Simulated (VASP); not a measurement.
# Rb (P6/mmm) in VASP: notebook, part 2 of 2

VASP 6.6.1.

## 3. Single point, PBE

This run uses another cell than the first one, of 86.59 Å³/atom, 0.945 times its volume.

INCAR reads:

```
SYSTEM = Rb
PREC = Accurate
ENCUT = 520
EDIFF = 1E-7
ISMEAR = 0
SIGMA = 0.1
LREAL = .FALSE.
LASPH = .TRUE.
NELM = 100
ALGO = Normal
ISIF = 2
LWAVE = .FALSE.
LCHARG = .TRUE.
GGA = PE
LELF = .TRUE.
LVHAR = .TRUE.
NBANDS = 20
```

KPOINTS reads:

```
Automatic mesh
0
G
  3 3 4
  0 0 0
```

POSCAR reads:

```
Rb
1.0
    7.0599988136      0.0000000000      0.0000000000
   -3.5299994068      6.1141383232      0.0000000000
    0.0000000000      0.0000000000      6.0181020369
Rb
3
Direct
    0.3333333333      0.6666666667      0.5000000000
    0.0000000000      0.0000000000      0.0000000000
    0.6666666667      0.3333333333      0.5000000000
```

Potentials or basis: VASP PAW PBE potentials, release 64 (Rb_sv).

The run is started by

```console
$ cat potpaw_PBE.64/Rb_sv/POTCAR > POTCAR
$ mpirun -np 1 vasp_std > vasp.out
```

OUTCAR:

```text
SYSTEM = Rb
   PREC = Accurate
   ENCUT = 520
   EDIFF = 1E-7
   ISMEAR = 0
   LREAL = .FALSE.
   LASPH = .TRUE.
   NELM = 100
   ISIF = 2
   GGA = PE

 ion  position               nearest neighbor table
   1  0.333  0.667  0.500-   3 4.08   3 4.08   3 4.08   2 5.07   2 5.07   2 5.07   2 5.07   2 5.07
                             2 5.07
   2  0.000  0.000  0.000-   1 5.07   3 5.07   1 5.07   3 5.07   1 5.07   1 5.07   3 5.07   3 5.07
                             3 5.07   3 5.07   1 5.07   1 5.07
   3  0.667  0.333  0.500-   1 4.08   1 4.08   1 4.08   2 5.07   2 5.07   2 5.07   2 5.07   2 5.07
                             2 5.07

[... 390 lines left out ...]
  --------------------------------------------------------------------------------------
  -------------------------------------------------------------------------------------
  Total        1.1391879      1.1391879     -0.4671111      0.0000000     -0.0000000      0.0000000
  in kB        7.0259736      7.0259736     -2.8809210      0.0000000     -0.0000000      0.0000000
  external PRESSURE =       3.7236754 kB  Pullay stress =       0.0000000 kB

 VOLUME and BASIS-vectors are now :
 -----------------------------------------------------------------------------
  energy-cutoff  :      520.00
  volume of cell :      259.78
      direct lattice vectors                 reciprocal lattice vectors
     7.059998814  0.000000000  0.000000000     0.141643083  0.081777672  0.000000000
    -3.529999407  6.114138323  0.000000000     0.000000000  0.163555345  0.000000000
     0.000000000  0.000000000  6.018102037     0.000000000  0.000000000  0.166165345

 POSITION                                       TOTAL-FORCE (eV/Angst)
 -----------------------------------------------------------------------------------
     -0.00000      4.07609      3.00905        -0.000000      0.000000      0.000000
      0.00000      0.00000      0.00000         0.000000      0.000000      0.000000
      3.53000      2.03805      3.00905         0.000000     -0.000000     -0.000000
 -----------------------------------------------------------------------------------
    total drift:                                0.000000     -0.000000      0.000000

  FREE ENERGIE OF THE ION-ELECTRON SYSTEM (eV)
  ---------------------------------------------------
  free  energy   TOTEN  =        -2.5156429605 eV

  energy  without entropy=       -2.5048983555  energy(sigma->0) =       -2.51027066
```

stdout:

```text
POSCAR found type information on POSCAR Rb
 POSCAR found :  1 types and       3 ions
 scaLAPACK will be used
 LDA part: xc-table for (Slater+PW92), standard interpolation
 POSCAR, INCAR and KPOINTS ok, starting setup
 FFT: planning ... GRIDC
 FFT: planning ... GRID_SOFT
 FFT: planning ... GRID
 WAVECAR not read
 entering main loop
```

Run time: 33 s. Hardware: 1 thread of Intel Xeon 6975P-C (Granite Rapids), shared host; peak memory 0.36 GiB.

What came out:

```yaml
Free_energy: -2.5156 eV
Pressure: 0.4 GPa
Band_gap_on_the_k_mesh: none (metal or under the smearing width)
```

Levels at points of the mesh, in eV from the Fermi level:
| k point | band 9 | band 10 | band 11 | band 12 | band 13 | band 14 | band 15 | band 16 | band 17 | band 18 |
| --- | --- | --- | --- | --- | --- | --- | --- | --- | --- | --- |
| (0.00, 0.00, 0.00) | -13.02 | -12.83 | -12.83 | -12.82 | -1.97 | 1.08 | 1.68 | 1.68 | 1.80 | 1.80 |
| (0.00, 0.00, 0.50) | -13.02 | -12.83 | -12.83 | -12.83 | -0.94 | -0.54 | 1.62 | 1.62 | 1.63 | 1.63 |

## 4. Single point, PBE

INCAR reads:

```
SYSTEM = Rb
ALGO = Fast
EDIFF = 1E-7
ENCUT = 520
GGA = PE
ISIF = 2
ISMEAR = 0
LASPH = .TRUE.
LCHARG = .FALSE.
LREAL = .FALSE.
LWAVE = .FALSE.
NBANDS = 20
NELM = 100
PREC = Accurate
SIGMA = 0.1
```

KPOINTS reads:

```
k-points
0
G
  9 9 10
  0 0 0
```

POSCAR reads:

```
Rb
1.0
    8.0855713165      0.0000000000      0.0000000000
   -4.0427856582      7.0023101642      0.0000000000
    0.0000000000      0.0000000000      4.8568061038
Rb
3
Direct
    0.3333333333      0.6666666667      0.5000000000
    0.0000000000      0.0000000000      0.0000000000
    0.6666666667      0.3333333333      0.5000000000
```

The run is started by

```console
$ cat potpaw_PBE.64/Rb_sv/POTCAR > POTCAR
$ mpirun -np 1 vasp_std > vasp.out
```

Wall time 3.7 min (1 thread of Intel Xeon 6975P-C (Granite Rapids), shared host); peak memory 0.54 GiB.

Results (log left out):

```
Free energy            : -2.7904 eV
Pressure               : 0.0 GPa
Band gap on the k mesh : none (metal or under the smearing width)
```

Levels at points of the mesh, in eV from the Fermi level:
| k point | band 10 | band 11 | band 12 | band 13 | band 14 | band 15 | band 16 | band 17 |
| --- | --- | --- | --- | --- | --- | --- | --- | --- |
| (0.00, 0.00, 0.00) | -12.94 | -12.94 | -12.92 | -1.97 | 1.06 | 1.06 | 1.07 | 1.07 |
| (0.00, 0.00, 0.50) | -12.99 | -12.94 | -12.94 | -0.27 | -0.07 | 1.37 | 1.37 | 1.51 |

## 5. Single point, PBE

This run uses another cell than the first one: it holds 12 atoms, not 3.

INCAR reads:

```
SYSTEM = Rb
PREC = Accurate
ENCUT = 520
EDIFF = 1E-7
ISMEAR = 0
SIGMA = 0.1
LREAL = .False.
LASPH = .True.
NELM = 100
ALGO = Fast
ISIF = 2
LWAVE = .False.
LCHARG = .True.
GGA = PE
LELF = .True.
LVHAR = .True.
NBANDS = 66
```

KPOINTS reads:

```
regular mesh
0
Gamma
  3 3 3
  0 0 0
```

POSCAR reads:

```
Rb
1.0
    5.8003218929      3.3488174063      9.8918814960
   -5.8003218929      3.3488174063      9.8918814960
    0.0000000000     -6.6976348123      9.8918814960
Rb
12
Direct
    0.0101900000      0.6536100000      0.0101900000
    0.0101900000      0.0101900000      0.6536100000
    0.6536100000      0.0101900000      0.0101900000
    0.9898100000      0.3463900000      0.9898100000
    0.3463900000      0.9898100000      0.9898100000
    0.9898100000      0.9898100000      0.3463900000
    0.2211800000      0.6306000000      0.2211800000
    0.2211800000      0.2211800000      0.6306000000
    0.6306000000      0.2211800000      0.2211800000
    0.7788200000      0.3694000000      0.7788200000
    0.3694000000      0.7788200000      0.7788200000
    0.7788200000      0.7788200000      0.3694000000
```

The run is started by

```console
$ cat potpaw_PBE.64/Rb_sv/POTCAR > POTCAR
$ mpirun -np 1 vasp_std > vasp.out
```

Run time: 19 min. Hardware: 1 thread of AMD EPYC 9R45 (Zen 5), shared host; peak memory 1.4 GiB.

It converged, with:

```
Free energy            : -7.8275 eV
Pressure               : 0.9 GPa
Largest force          : 0.402 eV/Å
Band gap on the k mesh : none (metal or under the smearing width)
```

Forces in eV/Å, atoms in the order of the input:
```
Rb   0.220 -0.127 -0.112
Rb   0.000  0.254 -0.112
Rb  -0.220 -0.127 -0.112
Rb  -0.220  0.127  0.112
Rb   0.220  0.127  0.112
Rb   0.000 -0.254  0.112
Rb   0.340 -0.196  0.087
Rb   0.000  0.392  0.087
Rb  -0.340 -0.196  0.087
Rb  -0.340  0.196 -0.087
Rb   0.340  0.196 -0.087
Rb   0.000 -0.392 -0.087
```

Stress tensor (GPa, compression positive):
```
0.86 0.00 0.00
0.00 0.86 0.00
0.00 0.00 0.97
```

Levels at points of the mesh, in eV from the Fermi level:
| k point | band 50 | band 51 | band 52 | band 53 | band 54 | band 55 | band 56 | band 57 | band 58 | band 59 |
| --- | --- | --- | --- | --- | --- | --- | --- | --- | --- | --- |
| (0.00, 0.00, 0.00) | -0.51 | -0.42 | -0.40 | -0.40 | -0.19 | -0.19 | -0.17 | 0.08 | 0.18 | 0.18 |

## 6. The runs side by side

```csv
cell,k mesh,gap on the mesh (eV),pressure (GPa)
"P6/mmm, 91.66 Å³/atom",9 × 9 × 8,none,0.0
"P6/mmm, 86.59 Å³/atom",3 × 3 × 4,none,0.4
"P6/mmm, 91.66 Å³/atom",9 × 9 × 10,none,0.0
"R-3m, 96.07 Å³/atom",3 × 3 × 3,none,0.9
```

Alike in all rows: task single point; level PBE; potentials or basis VASP PAW PBE potentials, release 64 (Rb_sv); no spin polarisation; cutoff (eV) 520; smearing gaussian 0.1 eV.

Every run on the cell as given and a fine mesh finds a metal.

Absolute energies hang on the potentials; compare differences alone.
